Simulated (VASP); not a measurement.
# K in VASP: further runs

One molecule, K, is run at these levels: PBE+D3(BJ), PBE, RPBE, RPBE+D3(BJ); tasks: relaxation of the atoms, single point.

All numbers are computed with VASP 6.6.1; they aren't measurements. Logs are shortened: lines on timing, memory, paths and dates and some standing lists are left out, and cuts for length are marked.

## 1. Starting point

The cell holds a molecule in a box, 1 atom: a = 10.500 Å, b = 11.000 Å, c = 11.500 Å, α = 90.00°, β = 90.00°, γ = 90.00°.

## 2. Relaxation of the atoms, PBE+D3(BJ), collinear spin, ferromagnetic start

Input file INCAR:

```
SYSTEM = K
ALGO     = Fast           ! electronic algorithm
EDIFF    = 1E-7           ! SCF threshold, eV
EDIFFG   = -0.03          ! ionic threshold
ENCUT    = 400            ! plane-wave cutoff, eV
GGA      = PE             ! functional
IBRION   = 2              ! ionic algorithm
ISIF     = 2              ! what is computed and relaxed
ISMEAR   = 0              ! smearing method
ISPIN    = 2              ! spin polarisation
ISYM     = 0            
IVDW     = 12             ! dispersion correction
LASPH    = .TRUE.         ! aspherical terms in the spheres
LCHARG   = .FALSE.        ! write CHGCAR
LORBIT   = 11             ! projections on sites
LREAL    = .FALSE.        ! projectors in reciprocal space
LWAVE    = .FALSE.        ! write WAVECAR
MAGMOM   = 0.5            ! initial moments
NELM     = 80             ! most SCF steps
NSW      = 120            ! ionic steps
NUPDOWN  = 1              ! fixed moment
PREC     = Accurate       ! precision mode
SIGMA    = 0.01           ! smearing width, eV
```

Input file KPOINTS:

```
k-points
0
G
  1 1 1
  0 0 0
```

Input file POSCAR:

```
K
1.0
   10.5000000000      0.0000000000      0.0000000000
    0.0000000000     11.0000000000      0.0000000000
    0.0000000000      0.0000000000     11.5000000000
K
1
Selective dynamics
Direct
    0.5000000000      0.5045454545      0.5000000000  F F F
```

Potentials or basis: VASP PAW PBE potentials, release 64 (K_sv).

Started as:

```console
cat potpaw_PBE.64/K_sv/POTCAR > POTCAR
mpirun -np 1 vasp_gam > vasp.out
```

OUTCAR:

```text
SYSTEM = K
   EDIFF = 1E-7
   EDIFFG = -0.03
   ENCUT = 400
   GGA = PE
   IBRION = 2
   ISIF = 2
   ISMEAR = 0
   ISPIN = 2
   ISYM = 0
   IVDW = 12
   LASPH = .TRUE.
   LORBIT = 11
   LREAL = .FALSE.
   NELM = 80
   NSW = 120
   NUPDOWN = 1
   PREC = Accurate
 IVDW          = 12

 ion  position               nearest neighbor table
   1  0.500  0.505  0.500-

IMPORTANT INFORMATION: All symmetrisations will be switched off!
NOSYMM: (Re-)initialisation of all symmetry stuff for point group C_1.

----------------------------------------------------------------------------------------

                                     Primitive cell

  volume of cell :    1328.2500

  direct lattice vectors                    reciprocal lattice vectors
    10.500000000  0.000000000  0.000000000     0.095238095  0.000000000  0.000000000
     0.000000000 11.000000000  0.000000000     0.000000000  0.090909091  0.000000000
     0.000000000  0.000000000 11.500000000     0.000000000  0.000000000  0.086956522

  length of vectors
    10.500000000 11.000000000 11.500000000     0.095238095  0.090909091  0.086956522

  position of ions in fractional coordinates (direct lattice)
     0.500000000  0.504545454  0.500000000

  ion indices of the primitive-cell ions
   primitive index   ion index
                 1           1

----------------------------------------------------------------------------------------

 KPOINTS: k-points

Automatic generation of k-mesh.
 Grid dimensions read from file:
 generate k-points for:    1    1    1

 Generating k-lattice:

  Cartesian coordinates                     Fractional coordinates (reciprocal lattice)
     0.095238095  0.000000000  0.000000000     1.000000000  0.000000000  0.000000000
     0.000000000  0.090909091  0.000000000     0.000000000  1.000000000  0.000000000
     0.000000000  0.000000000  0.086956522     0.000000000  0.000000000  1.000000000

  Length of vectors
     0.095238095  0.090909091  0.086956522

  Shift w.r.t. Gamma in fractional coordinates (k-lattice)
     0.000000000  0.000000000  0.000000000

 Subroutine IBZKPT returns following result:
 ===========================================

 Found      1 irreducible k-points:

 Following reciprocal coordinates:
            Coordinates               Weight
  0.000000  0.000000  0.000000      1.000000
   k-points           NKPTS =      1   k-points in BZ     NKDIM =      1   number of bands    NBANDS=      8
   number of dos      NEDOS =    301   number of ions     NIONS =      1
   total plane-waves  NPLWV = 403200
   dimension x,y,z NGX =    70 NGY =   72 NGZ =   80
   dimension x,y,z NGXF=   140 NGYF=  144 NGZF=  160
   ions per type =               1
   NGX,Y,Z   is equivalent  to a cutoff of  11.08, 10.88, 11.56 a.u.
   NGXF,Y,Z  is equivalent  to a cutoff of  22.17, 21.76, 23.13 a.u.
 SYSTEM =  K
   PREC   = accura    normal or accurate (medium, high low for compatibility)
   ISTART =      0    job   : 0-new  1-cont  2-samecut
   ICHARG =      2    charge: 1-file 2-atom 10-const
   ISPIN  =      2    spin polarized calculation?
   LNONCOLLINEAR =      F non collinear calculations
   LSORBIT =      F    spin-orbit coupling
   LASPH  =      T    aspherical Exc in radial PAW
   ENCUT  =  400.0 eV  29.40 Ry    5.42 a.u.  17.12 17.94 18.75*2*pi/ulx,y,z
   NELM   =     80;   NELMIN=  2; NELMDL= -5     # of ELM steps
   EDIFF  = 0.1E-06   stopping-criterion for ELM
   LREAL  =      F    real-space projection
   EDIFFG = -.3E-01   stopping-criterion for IOM
   NSW    =    120    number of steps for IOM
   IBRION =      2    ionic relax: 0-MD 1-quasi-New 2-CG
   NFREE  =      1    steps in history (QN), initial steepest desc. (CG)
   ISIF   =      2    stress and relaxation
   ISYM   =      0    0-nonsym 1-usesym 2-fastsym
   POTIM  = 0.5000    time-step for ionic-motion
   TEBEG  =    0.0;   TEEND  =   0.0 temperature during run
   PSTRESS=    0.0 pullay stress
   NELECT =       9.0000    total number of electrons
   NUPDOWN=       1.0000    fix difference up-down
   EMIN   =  10.00;   EMAX   =-10.00  energy-range for DOS
   EFERMI =   0.00;   METHOD = LEGACY
   ISMEAR =     0;   SIGMA  =   0.01  broadening in eV -4-tet -1-fermi 0-gaus
   EFERMI_NEDOS =   21; number of points for ismear=-14 and -15
   IALGO  =     68    algorithm
   IMIX   =      4    mixing-type and parameters
     AMIX     =   0.40;   BMIX     =  1.00
     AMIX_MAG =   1.60;   BMIX_MAG =  1.00
  volume/ion in A,a.u.               =    1328.25      8963.47
  Fermi-wavevector in a.u.,A,eV,Ry     =   0.309786  0.585411  1.305719  0.095968
  Thomas-Fermi vector in A             =   1.186821
   LORBIT       =     11    0 simple, 1 ext, 2 COOP (PROOUT), +10 PAW based schemes
   GGA     = PE    functional components
   LHFCALC =     F    Hartree Fock is set to
   AEXX    =    0.0000 exact exchange contribution
   IVDW    =    12    specifies the selected vdW correction
   LEPSILON=     F    determine dielectric tensor
   LRPA    =     F    only Hartree local field effects (RPA)
 conjugate gradient relaxation of ions
 spin polarized calculation
 RMM-DIIS sequential band-by-band and
 Gauss-broadening in eV      SIGMA  =   0.01
  energy-cutoff  :      400.00
  volume of cell :     1328.25
 maximum number of plane-waves:     12033
 NGX is ok and might be reduce to    70
   NGX = 35   NGY = 35   NGZ = 37

 number of electron       9.0000000 magnetization       1.0000003

 Free energy of the ion-electron system (eV)
  ---------------------------------------------------
  ext. energy  EPLUGINS =         0.00000000
  ---------------------------------------------------
  free energy    TOTEN  =        -0.21665987 eV

  energy without entropy =       -0.21665987  energy(sigma->0) =       -0.21665987

 E-fermi : -18.5471     XC(G=0):  -0.7776

 val. band max:       -2.4299851682   @ k =   0.0000   0.0000   0.0000
 cond. band min:      -1.3829747116   @ k =   0.0000   0.0000   0.0000
 fundamental gap:      1.0470104566
 Fermi energy:        -2.3519928311

 spin component 1

 k-point     1 :       0.0000    0.0000    0.0000
  band No.  band energies     occupation
      1     -35.2180      1.00000
      2     -18.7007      1.00000
      3     -18.7000      1.00000
      4     -18.6990      1.00000
      5      -2.4300      1.00000
      6      -0.7274      0.00000
      7      -0.6888      0.00000
      8      -0.6428      0.00000
 Fermi energy:       -18.5471215924

 spin component 2

 k-point     1 :       0.0000    0.0000    0.0000
  band No.  band energies     occupation
      1     -35.1631      1.00000
      2     -18.6184      1.00000
      3     -18.6176      1.00000
      4     -18.6165      1.00000
      5      -1.3830      0.00000
      6       0.5847      0.00000
      7       0.6317      0.00000
      8       0.6913      0.00000

------------------------ aborting loop because EDIFF is reached ----------------------------------------

 Edisp (eV)   -0.00890

 E8    (eV) :    -0.0020

  FORCE on cell =-STRESS in cart. coord.  units (eV):
  Direction    XX          YY          ZZ          XY          YZ          ZX
  --------------------------------------------------------------------------------------
  -------------------------------------------------------------------------------------
  Total      -0.17228    -0.12860    -0.09669    -0.00000     0.00000     0.00000
  in kB      -0.20781    -0.15513    -0.11663    -0.00000     0.00000     0.00000
  external pressure =       -0.16 kB  Pullay stress =        0.00 kB

 VOLUME and BASIS-vectors are now :
 -----------------------------------------------------------------------------
  energy-cutoff  :      400.00
  volume of cell :     1328.25
      direct lattice vectors                 reciprocal lattice vectors
    10.500000000  0.000000000  0.000000000     0.095238095  0.000000000  0.000000000
     0.000000000 11.000000000  0.000000000     0.000000000  0.090909091  0.000000000
     0.000000000  0.000000000 11.500000000     0.000000000  0.000000000  0.086956522

 POSITION                                       TOTAL-FORCE (eV/Angst)
 -----------------------------------------------------------------------------------
      5.25000      5.55000      5.75000        -0.000023      0.000047     -0.000016
 -----------------------------------------------------------------------------------
    total drift:                               -0.000023      0.000047     -0.000016

  FREE ENERGIE OF THE ION-ELECTRON SYSTEM (eV)
  ---------------------------------------------------
  free  energy   TOTEN  =        -0.2255617896 eV

  energy  without entropy=       -0.2255617896  energy(sigma->0) =       -0.22556179

 reached required accuracy - stopping structural energy minimisation

 total charge

# of ion       s       p       d       tot
------------------------------------------
    1        1.988   5.536   0.000   7.524

 magnetization (x)

# of ion       s       p       d       tot
------------------------------------------
    1        0.044  -0.009   0.000   0.035
```

OSZICAR:

```text
N       E                     dE             d eps       ncg     rms          rms(c)
DAV:   1     0.107537216200E+03    0.10754E+03   -0.17073E+03    40   0.407E+02
DAV:   2     0.264738918135E+02   -0.81063E+02   -0.81063E+02    56   0.854E+01
[... 33 lines left out ...]
RMM:  36    -0.216656933819E+00   -0.20291E-05    0.74919E-09    21   0.116E-03    0.130E-04
RMM:  37    -0.216658424971E+00   -0.14912E-05   -0.66569E-08    24   0.184E-03    0.452E-05
RMM:  38    -0.216658665836E+00   -0.24087E-06   -0.31433E-08    21   0.127E-03    0.407E-05
RMM:  39    -0.216659435874E+00   -0.77004E-06   -0.15856E-08    18   0.896E-04    0.429E-05
RMM:  40    -0.216659784623E+00   -0.34875E-06    0.68182E-09    16   0.656E-04    0.225E-05
RMM:  41    -0.216659866180E+00   -0.81558E-07   -0.15580E-08    17   0.843E-04
   1 F= -.22556179E+00 E0= -.22556179E+00  d E =-.225562E+00  mag=     1.0000
```

It took 3.4 min on 1 thread of Intel Xeon Platinum 8259CL at 2.50GHz (Skylake/Cascade Lake), shared host; peak memory 1.1 GiB.

Results:

* Free energy: -0.2256 eV
* Net moment: 1.00 μB per cell
* Site moments: K +0.04 μB
* Valence electrons inside the program's atomic spheres: K 7.52
* Dispersion energy per atom: -0.009 eV

Final structure:
```yaml
crystal:
  lattice:
    - [10.50000, 0.00000, 0.00000]
    - [0.00000, 11.00000, 0.00000]
    - [0.00000, 0.00000, 11.50000]
  atoms:
    - { symbol: K, position: [0.50000, 0.50455, 0.50000] }
```

Caveat: the relaxation stopped at its first step, so nothing moved; the total moment is fixed, so each spin has its own Fermi level.

## 3. Single point, PBE, collinear spin, ferromagnetic start

Input file INCAR:

```
  ALGO = Fast
  EDIFF = 1E-7
  ENCUT = 400
  GGA = PE
  ISIF = 2
  ISMEAR = 0
  ISPIN = 2
  ISYM = 0
  LASPH = True
  LCHARG = False
  LORBIT = 11
  LREAL = False
  LWAVE = False
  MAGMOM = 0.5
  NELM = 80
  NUPDOWN = 1
  PREC = Accurate
  SIGMA = 0.01
```

Input file KPOINTS:

```
k-points
0
Gamma
  1 1 1
```

Input file POSCAR:

```
K                                       
1.0
   10.5000000000      0.0000000000      0.0000000000
    0.0000000000     11.0000000000      0.0000000000
    0.0000000000      0.0000000000     11.5000000000
  K             
     1
Selective dynamics
Direct
     0.5000000000000000    0.5045454544999970    0.5000000000000000   F   F   F
```

Potentials or basis: VASP PAW PBE potentials, release 64 (K_sv).

Started as:

```console
cat potpaw_PBE.64/K_sv/POTCAR > POTCAR
mpirun -np 1 vasp_gam > vasp.out
```

Wall time 3.1 min (1 thread of Intel Xeon Platinum 8259CL at 2.50GHz (Skylake/Cascade Lake), shared host); peak memory 1 GiB.

It converged, with:

```
Free energy                                           : -0.2167 eV
Net moment                                            : 1.00 μB per cell
Site moments                                          : K +0.04 μB
Valence electrons inside the program's atomic spheres : K 7.52
```

Caveat: the total moment is fixed, so each spin has its own Fermi level.

(Part 1 of 2 ends here.)
